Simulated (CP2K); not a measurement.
The system is KI.

```xyz
2
Lattice="4.9961 0.0000 0.0000 2.4980 4.3267 0.0000 2.4980 1.4422 4.0793" Properties=species:S:1:pos:R:3 pbc="T T T"
I     4.9961    2.8845    2.0396
K     0.0000    0.0000    0.0000
```

Program: CP2K 2026.2. Alike in all runs: task band structure; potentials or basis POTENTIAL_UZH I GTH-PBE-q7, K GTH-PBE-q9; TZVP-MOLOPT-PBE-GTH basis; no spin polarisation; cell as given; k mesh 7 × 7 × 7.

Task: Order these runs on this cell by their band gap on the k mesh, lowest first.
A. level PBE; smearing fermi-dirac 0.0259 eV; NGRIDS 4; points a segment of the path (NPOINTS) 10; CUTOFF of the grids 450 Ry
B. level PBEsol; smearing fermi-dirac 0.1 eV; NGRIDS 5; points a segment of the path (NPOINTS) 6; CUTOFF of the grids 450 Ry
C. level TB-mBJ; smearing fermi-dirac 0.05 eV; NGRIDS 4; points a segment of the path (NPOINTS) 8; CUTOFF of the grids 675 Ry

Result: B (3.75 eV), A (3.96 eV), C (4.45 eV).

Caveats: spin-orbit coupling is left out, which moves the levels of the heavy elements; the basis of atomic orbitals isn't converged, which shifts pressures, moduli and gaps; this is a model potential without an energy functional, so only levels have meaning (some runs).

A k mesh can miss the band edges.

Not every run made on this cell is shown here.
